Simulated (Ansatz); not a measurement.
# Co (P-3m1) in Ansatz: a series of runs

The runs below take Co through single point, equation of state, with PBEsol.

Program: Ansatz 0.2.0. These are calculated values, not measurements. Logs are shortened: lines on timing, memory, paths and dates and some standing lists are left out, and cuts for length are marked.

### 1 Starting point

Symmetry: P-3m1, No. 164, trigonal system. Conventional cell: a = 2.487 Å, b = 2.487 Å, c = 4.063 Å, α = 90.00°, β = 90.00°, γ = 120.00°. Co (site symmetry 3m) has 12 Co at 2.42 to 2.55 Å as nearest neighbours.

### 2 Single point, PBEsol, collinear spin, ferromagnetic start, 10.23 Å³/atom (volume scaled by 0.94)

Input file input.yaml:

```yaml
crystal:
  lattice:
    - [2.4365880777, 0.0, 0.0]
    - [-1.2182940388, 2.1101471738, 0.0]
    - [0.0, 0.0, 3.9803419532]
  atoms:
    - { symbol: Co, position: [0.3333333333, 0.6666666667, 0.740139], spin: 2.0 }
    - { symbol: Co, position: [0.6666666667, 0.3333333333, 0.259861], spin: 2.0 }
hamiltonian:
  xc: pbesol
  pseudopotentials: { kind: paw }
magnetization:
  spin_polarized: true
kpoints:
  mp_grid: { grid: [12, 12, 7] }
scf:
  occupations: { method: fermi_dirac, width: 0.05 }
output:
  forces: true
  stress: true
  eigenvalues: true
```

Potentials or basis: Ansatz PAW.

Started as:

```sh
$ ansatz run input.yaml --threads 2 --pin off --max-ram 5632MiB --backend cpu --events-out ev --progress --plain --runs-dir out
```

Standard output:

```text
Warning: RAYON_NUM_THREADS=2 ignored (pool sized by the plan → 2); use --threads N
Engine: ansatz 0.2.0, x86_64-unknown-linux-gnu
Pseudopotentials: kind: paw
Pseudopotential: Co, paw, valence charge 17, recommended cutoff 420 eV (normal), Co.paw.azcp
Functional definition: PBEsol
  exchange = pbesol_x
  correlation = pbesol_c
Crystal: 2 atoms, lattice volume = 20.465 Å³
Basis set: ecut = 420 eV, 391 PW (Γ), exchange–correlation on 36×36×54 points (8 copies of the dense FFT grid, shifted against one another)
Bands: 23, of which v1, the nominal top of the filled ones, is band 17 counted from 1 (16 counted from 0)
Symmetry: 12 space group operations
Space group: P-3m1 (ITA 164), of the structure as read, at distance tolerance 2.7e-5 Å
Magnetic group: BNS 164.85 (UNI 1315), of the structure as read, at distance tolerance 2.7e-5 Å
k-points: 112 of 1008
Non-local potential: Co, projectors of the file, l = 0: 3, l = 1: 2, l = 2: 3, l = 3: 1
PAW form: soft (Blöchl's): semilocal exchange-correlation on the pseudo side does not see the compensation charge
PAW frozen core: Co, regenerated for the run's functional, and the local potential with it (the file was generated under x = pbe(κ = 0.804, μ = 0.2195149727645171), c = pbe(β = 0.06672455060314922))
PAW one-centre angular grid: Co, 590 points (default); XC on 64 Gauss nodes
Initial density: superposition of atomic densities (chi_scale 0.1, normalization cell)
Starting moments: Σ|m| = 4 μB on 2 of 2 sites
Initial wavefunctions: pseudopotential atomic-orbital guess
Functional: x = pbesol(κ = 0.804, μ = 0.12345679012345678), c = pbesol(β = 0.046)
SCF iter   1: F=—  HF=-10185.584347 eV  |F-HF|=—  |Δ(HF+E_count)|=         —  Δρ=9.06e-2 (↑9.06e-2 ↓8.54e-2)  dr2=3.48e0  dr2_m=6.02e-2  M=3.297 μB ∫|m|=3.414 μB  β_m=0.30  ethr=3.10e-3  ⟨swp⟩=5.2  Hψ=19308  notcnv=0
Mixer restart at iter 1: flushing history
preconditioner: auto → none  [metal: Δε(μ)=0.013 eV  Ē_g=9.589 eV  σ=0.050 eV  W_gap=0.06  n_scr=2 (ndim 8)  ℏωp=34.8 eV  f_vac=0.000  D(μ)=1.92/eV (n_scr^D=22)  sad-step TF]
SCF iter   2: F=—  HF=-10184.428104 eV  |F-HF|=—  |Δ(HF+E_count)|=    1.16e0  Δρ=3.29e-2 (↑1.56e-2 ↓3.29e-2)  dr2=2.84e-1  dr2_m=4.29e-2  M=3.392 μB ∫|m|=3.549 μB  β_m=0.34  ethr=3.10e-3  ⟨swp⟩=2.7  Hψ=10851  notcnv=0  defer=134
SCF iter   3: F=—  HF=-10185.011872 eV  |F-HF|=—  |Δ(HF+E_count)|=   5.84e-1  Δρ=1.63e-2 (↑1.63e-2 ↓9.76e-3)  dr2=2.33e-2  dr2_m=1.59e-2  M=3.332 μB ∫|m|=3.527 μB  β_m=0.47  ethr=8.34e-4  ⟨swp⟩=2.1  Hψ=7266  notcnv=0  defer=134
SCF iter   4: F=—  HF=-10185.613428 eV  |F-HF|=—  |Δ(HF+E_count)|=   6.02e-1  Δρ=1.34e-2 (↑1.30e-2 ↓1.34e-2)  dr2=6.47e-2  dr2_m=4.88e-3  M=3.243 μB ∫|m|=3.471 μB  β_m=0.73  ethr=6.84e-5  ⟨swp⟩=2.8  Hψ=9561  notcnv=0  defer=134
SCF iter   5: F=—  HF=-10185.921680 eV  |F-HF|=—  |Δ(HF+E_count)|=   3.08e-1  Δρ=1.15e-2 (↑8.71e-3 ↓1.15e-2)  dr2=6.39e-2  dr2_m=1.36e-3  M=3.164 μB ∫|m|=3.417 μB  β_m=0.65  ethr=6.84e-5  ⟨swp⟩=2.6  Hψ=10910  notcnv=0  defer=108
SCF iter   6: F=—  HF=-10185.954793 eV  |F-HF|=—  |Δ(HF+E_count)|=   3.31e-2  Δρ=1.46e-3 (↑9.60e-4 ↓1.46e-3)  dr2=3.13e-4  dr2_m=2.03e-4  M=3.124 μB ∫|m|=3.387 μB  β_m=0.82  ethr=6.84e-5  ⟨swp⟩=2.7  Hψ=10068  notcnv=0  defer=96
SCF iter   7: F=—  HF=-10185.957660 eV  |F-HF|=—  |Δ(HF+E_count)|=   2.87e-3  Δρ=1.63e-3 (↑1.63e-3 ↓7.84e-4)  dr2=5.92e-4  dr2_m=3.78e-5  M=3.110 μB ∫|m|=3.377 μB  β_m=0.82  ethr=9.20e-7  ⟨swp⟩=2.0  Hψ=10402  notcnv=0  defer=83
SCF iter   8: F=—  HF=-10185.957510 eV  |F-HF|=—  |Δ(HF+E_count)|=   1.50e-4  Δρ=3.32e-4 (↑3.32e-4 ↓3.88e-5)  dr2=1.37e-5  dr2_m=5.35e-6  M=3.110 μB ∫|m|=3.377 μB  β_m=0.91  ethr=9.20e-7  ⟨swp⟩=2.0  Hψ=7046  notcnv=0  defer=83
SCF iter   9: F=—  HF=-10185.957520 eV  |F-HF|=—  |Δ(HF+E_count)|=   1.02e-5  Δρ=8.52e-5 (↑3.00e-5 ↓8.52e-5)  dr2=1.40e-6  dr2_m=2.50e-7  M=3.110 μB ∫|m|=3.377 μB  β_m=0.85  ethr=4.03e-8  ⟨swp⟩=2.3  Hψ=8818  notcnv=0  defer=83
SCF iter  10: F=—  HF=-10185.957520 eV  |F-HF|=—  |Δ(HF+E_count)|=   1.11e-7  Δρ=9.08e-6 (↑1.35e-6 ↓9.08e-6)  dr2=1.23e-8  dr2_m=3.25e-9  M=3.111 μB ∫|m|=3.377 μB  β_m=0.90  ethr=4.12e-9  ⟨swp⟩=2.0  Hψ=7170  notcnv=0  defer=83
SCF iter  11: F=-10185.957520 eV  HF=-10185.957520 eV  |F-HF|=1.05e-9  |Δ(HF+E_count)|=   2.32e-8  Δρ=2.58e-6 (↑1.16e-6 ↓2.58e-6)  dr2=1.42e-9  dr2_m=1.06e-10  M=3.111 μB ∫|m|=3.377 μB  ethr=3.63e-11  ⟨swp⟩=3.5  Hψ=16506  notcnv=0
SCF 1 converged in 11 iterations: F = -10185.957520 eV  dr2 = 1.42e-9
SCF converged after 11 iterations
Magnetization: 3.1106 μB (18.5553 up, 15.4447 down)
Absolute magnetization: 3.3784 μB (∫|ρ↑−ρ↓|, with the PAW one-centre terms)
Spin contamination: 0.0433 ħ² per cell (⟨S²⟩ above its minimum at these occupations)
Per-site moments (μB) at R_I (Å): [(1.6177402983656008, 0.9790661138802886), (1.617740298365601, 0.9790661138802886)]
Free energy (F): -10185.957520 eV
Harris-Foulkes:  -10185.957520 eV  (|F-HF|=1.05e-9)
Internal energy: -10185.941999 eV  (E = F + TS)
E sigma→0 (E₀):  -10185.949759 eV
Entropy (-TS):   -0.015522 eV (-7.761 meV/atom)
Fermi energy:    19.879683 eV
--- Per-component energies (eV) ---
  E_band       = -447.827108
  E_kinetic    = 911.309729
  E_local      = -5510.035639  (includes V_loc(G=0)·N_el)
  E_nonlocal   = 911.090592
  E_hartree    = 2312.525334
  E_xc         = -316.845246
  E_vxc        = -410.820859  (∫ρ·V_xc dr)
  E_paw        = -2965.334379  (= ΣΔE_a)
  E_vpaw       = -974.418119  (= ΣTr[D̂ρ^β])
  E_aug_tail   = 0.000122  (compensation charges beyond the density's cutoff)
  E_ewald      = -5529.029351
  E_core_change = 0.376838  (= ΣΔE_core)
  E_smearing   = -0.015522  (= −TS)
  E_closure    = -0.000000  (closes the sum)
  Σ components = -10185.957520   (vs F -10185.957520, Δ=0.00e0)
--- Forces (eV/Å), atoms counted from 1 ---
  atom   1  Co     0.00000000     0.00000000     0.67007388
  atom   2  Co    -0.00000000    -0.00000000    -0.67007388
  max |Σ_I F_I| component: 1.11e-16 eV/Å
--- Stress (GPa, compression-positive) ---
        5.395894       0.000000      -0.000000
        0.000000       5.395894      -0.000000
       -0.000000      -0.000000       2.202760
  P = ⅓ Tr σ = 4.3315 GPa (43.315 kbar)
--- Band table (eV; the first three rows and the last of 224) ---
  k-point 0 ↑: bands = ["-75.9126", "-75.8368", "-39.4868", "-39.1252", "-39.1252", "-39.0751", "-39.0660", "-39.0660", "10.4328", "14.3494", "17.1152", "17.1820", "17.1820", "17.5099", "17.5099", "17.9867", "17.9867", "19.1736", "19.1736", "19.5167", "26.4949", "42.1721", "45.2279"]
  k-point 1 ↑: bands = ["-75.9093", "-75.8402", "-39.4680", "-39.1226", "-39.1226", "-39.0947", "-39.0686", "-39.0686", "10.6447", "14.2998", "17.0520", "17.1327", "17.1327", "17.4583", "17.4583", "18.1073", "18.1073", "18.7864", "19.1608", "19.1608", "27.6429", "42.0436", "43.8597"]
  k-point 2 ↑: bands = ["-75.9003", "-75.8492", "-39.4159", "-39.1483", "-39.1157", "-39.1157", "-39.0756", "-39.0756", "11.2588", "14.0233", "16.8673", "17.0720", "17.0720", "17.3268", "17.3268", "17.5988", "18.3750", "18.3750", "19.1007", "19.1007", "30.2126", "40.2632", "42.5205"]
  k-point 111 ↓: bands = ["-73.8510", "-73.8510", "-37.4880", "-37.4880", "-37.4277", "-37.3771", "-37.2188", "-37.2188", "16.7804", "17.0360", "17.0360", "17.1833", "17.9742", "17.9742", "19.3823", "19.8783", "21.0075", "21.0075", "26.5569", "26.5569", "27.6809", "28.9768", "30.7790"]
```

Run time: 18 s. Hardware: 2 threads of Intel Xeon at 2.50GHz (Skylake/Cascade Lake), shared host; peak memory 0.41 GiB.

What came out:

- Free energy: -10185.9575 eV
- Pressure: 4.3 GPa
- Largest force: 0.670 eV/Å
- Band gap on the k mesh: none (metal or under the smearing width)
- Net moment: 3.11 μB per cell
- Absolute moment: 3.38 μB per cell
- Site moments: Co +1.62 μB

Caveat: the PAW data sets come from PBE, with cores solved anew for the run's functional, which leaves a small shift of forces and pressure.

### 3 Single point, PBEsol, collinear spin, ferromagnetic start, 10.45 Å³/atom (volume scaled by 0.96)

input.yaml, as its differences from that of step 2:

```diff
@@ -2,5 +2,5 @@
   lattice:
-    - [2.4365880777, 0.0, 0.0]
-    - [-1.2182940388, 2.1101471738, 0.0]
-    - [0.0, 0.0, 3.9803419532]
+    - [2.453747714, 0.0, 0.0]
+    - [-1.226873857, 2.1250078548, 0.0]
+    - [0.0, 0.0, 4.0083734539]
   atoms:
```

Potentials or basis: Ansatz PAW.

Started as:

```sh
$ ansatz run input.yaml --threads 2 --pin off --max-ram 5632MiB --backend cpu --events-out ev --progress --plain --runs-dir out
```

Run time: 15 s. Hardware: 2 threads of Intel Xeon at 2.50GHz (Skylake/Cascade Lake), shared host; peak memory 0.41 GiB.

Results (log left out):

```
Free energy            : -10185.9623 eV
Pressure               : -0.7 GPa
Largest force          : 0.586 eV/Å
Band gap on the k mesh : none (metal or under the smearing width)
Net moment             : 3.17 μB per cell
Absolute moment        : 3.45 μB per cell
Site moments           : Co +1.65 μB
```

Caveat: the PAW data sets come from PBE, with cores solved anew for the run's functional, which leaves a small shift of forces and pressure.

### 4 Single point, PBEsol, collinear spin, ferromagnetic start, 10.67 Å³/atom (volume scaled by 0.98)

input.yaml, as its differences from that of step 3:

```diff
@@ -2,5 +2,5 @@
   lattice:
-    - [2.453747714, 0.0, 0.0]
-    - [-1.226873857, 2.1250078548, 0.0]
-    - [0.0, 0.0, 4.0083734539]
+    - [2.4706706468, 0.0, 0.0]
+    - [-1.2353353234, 2.1396635445, 0.0]
+    - [0.0, 0.0, 4.0360182824]
   atoms:
```

Started as:

```sh
$ ansatz run input.yaml --threads 2 --pin off --max-ram 5632MiB --backend cpu --events-out ev --progress --plain --runs-dir out
```

Wall time 14 s (2 threads of Intel Xeon at 2.50GHz (Skylake/Cascade Lake), shared host); peak memory 0.41 GiB.

It converged, with:

| Property | Result |
| --- | --- |
| Free energy | -10185.9541 eV |
| Pressure | -5.2 GPa |
| Largest force | 0.510 eV/Å |
| Band gap on the k mesh | none (metal or under the smearing width) |
| Net moment | 3.22 μB per cell |
| Absolute moment | 3.51 μB per cell |
| Site moments | Co +1.68 μB |

Caveat: the PAW data sets come from PBE, with cores solved anew for the run's functional, which leaves a small shift of forces and pressure.

### 5 Single point, PBEsol, collinear spin, ferromagnetic start, 10.89 Å³/atom

input.yaml, as its differences from that of step 4:

```diff
@@ -2,5 +2,5 @@
   lattice:
-    - [2.4706706468, 0.0, 0.0]
-    - [-1.2353353234, 2.1396635445, 0.0]
-    - [0.0, 0.0, 4.0360182824]
+    - [2.4873648738, 0.0, 0.0]
+    - [-1.2436824369, 2.1541211692, 0.0]
+    - [0.0, 0.0, 4.0632895034]
   atoms:
```

Started as:

```sh
$ ansatz run input.yaml --threads 2 --pin off --max-ram 5632MiB --backend cpu --events-out ev --progress --plain --runs-dir out
```

Wall time 13 s (2 threads of Intel Xeon at 2.50GHz (Skylake/Cascade Lake), shared host); peak memory 0.41 GiB.

It converged, with:

| Quantity | Value |
| --- | --- |
| Free energy | -10185.9342 eV |
| Pressure | -9.3 GPa |
| Largest force | 0.443 eV/Å |
| Band gap on the k mesh | none (metal or under the smearing width) |
| Net moment | 3.26 μB per cell |
| Absolute moment | 3.56 μB per cell |
| Site moments | Co +1.70 μB |

Caveat: the PAW data sets come from PBE, with cores solved anew for the run's functional, which leaves a small shift of forces and pressure.

### 6 Single point, PBEsol, collinear spin, ferromagnetic start, 11.10 Å³/atom (volume scaled by 1.02)

input.yaml, as its differences from that of step 5:

```diff
@@ -2,5 +2,5 @@
   lattice:
-    - [2.4873648738, 0.0, 0.0]
-    - [-1.2436824369, 2.1541211692, 0.0]
-    - [0.0, 0.0, 4.0632895034]
+    - [2.5038379689, 0.0, 0.0]
+    - [-1.2519189845, 2.1683872881, 0.0]
+    - [0.0, 0.0, 4.0901994896]
   atoms:
```

Potentials or basis: Ansatz PAW.

Started as:

```sh
$ ansatz run input.yaml --threads 2 --pin off --max-ram 5632MiB --backend cpu --events-out ev --progress --plain --runs-dir out
```

Wall time 15 s (2 threads of Intel Xeon at 2.50GHz (Skylake/Cascade Lake), shared host); peak memory 0.41 GiB.

Results (log left out):

| Item | Value |
| --- | --- |
| Free energy | -10185.9038 eV |
| Pressure | -13.0 GPa |
| Largest force | 0.381 eV/Å |
| Band gap on the k mesh | none (metal or under the smearing width) |
| Net moment | 3.30 μB per cell |
| Absolute moment | 3.61 μB per cell |
| Site moments | Co +1.72 μB |

Caveat: the PAW data sets come from PBE, with cores solved anew for the run's functional, which leaves a small shift of forces and pressure.

### 7 Single point, PBEsol, collinear spin, ferromagnetic start, 11.32 Å³/atom (volume scaled by 1.04)

input.yaml, as its differences from that of step 6:

```diff
@@ -2,5 +2,5 @@
   lattice:
-    - [2.5038379689, 0.0, 0.0]
-    - [-1.2519189845, 2.1683872881, 0.0]
-    - [0.0, 0.0, 4.0901994896]
+    - [2.5200971126, 0.0, 0.0]
+    - [-1.2600485563, 2.1824681195, 0.0]
+    - [0.0, 0.0, 4.1167599708]
   atoms:
```

Started as:

```sh
$ ansatz run input.yaml --threads 2 --pin off --max-ram 5632MiB --backend cpu --events-out ev --progress --plain --runs-dir out
```

Run time: 16 s. Hardware: 2 threads of Intel Xeon at 2.50GHz (Skylake/Cascade Lake), shared host; peak memory 0.42 GiB.

Results (log left out):

* Free energy: -10185.8640 eV
* Pressure: -16.2 GPa
* Largest force: 0.325 eV/Å
* Band gap on the k mesh: none (metal or under the smearing width)
* Net moment: 3.33 μB per cell
* Absolute moment: 3.65 μB per cell
* Site moments: Co +1.74 μB

Caveat: the PAW data sets come from PBE, with cores solved anew for the run's functional, which leaves a small shift of forces and pressure.

### 8 Single point, PBEsol, collinear spin, ferromagnetic start, 11.54 Å³/atom (volume scaled by 1.06)

input.yaml, as its differences from that of step 7:

```diff
@@ -2,5 +2,5 @@
   lattice:
-    - [2.5200971126, 0.0, 0.0]
-    - [-1.2600485563, 2.1824681195, 0.0]
-    - [0.0, 0.0, 4.1167599708]
+    - [2.5361491194, 0.0, 0.0]
+    - [-1.2680745597, 2.1963695652, 0.0]
+    - [0.0, 0.0, 4.1429820789]
   atoms:
```

Started as:

```sh
$ ansatz run input.yaml --threads 2 --pin off --max-ram 5632MiB --backend cpu --events-out ev --progress --plain --runs-dir out
```

Run time: 20 s. Hardware: 2 threads of Intel Xeon at 2.50GHz (Skylake/Cascade Lake), shared host; peak memory 0.42 GiB.

It converged, with:

```yaml
Free_energy: -10185.8157 eV
Pressure: -19.2 GPa
Largest_force: 0.273 eV/Å
Band_gap_on_the_k_mesh: none (metal or under the smearing width)
Net_moment: 3.35 μB per cell
Absolute_moment: 3.68 μB per cell
Site_moments: Co +1.75 μB
```

Caveat: the PAW data sets come from PBE, with cores solved anew for the run's functional, which leaves a small shift of forces and pressure.

### 9 Equation of state, PBEsol, collinear spin, ferromagnetic start

Potentials or basis: Ansatz PAW.

This step only gathers the single runs of the series.

Results:

- Equilibrium volume: 10.42 Å³/atom
- Bulk modulus at fixed shape and positions: 233 GPa
- Pressure derivative of the bulk modulus: 4.2

Energy against volume, from the lowest point:
| volume (Å³/atom) | energy (meV/atom) |
| --- | --- |
| 10.233 | 2.39 |
| 10.450 | 0.00 |
| 10.668 | 4.10 |
| 10.886 | 14.06 |
| 11.103 | 29.27 |
| 11.321 | 49.16 |
| 11.539 | 73.29 |

Caveat: the cell was scaled at fixed shape and fractional positions, which overstates the stiffness of a crystal with free parameters, most of all of layers and chains.
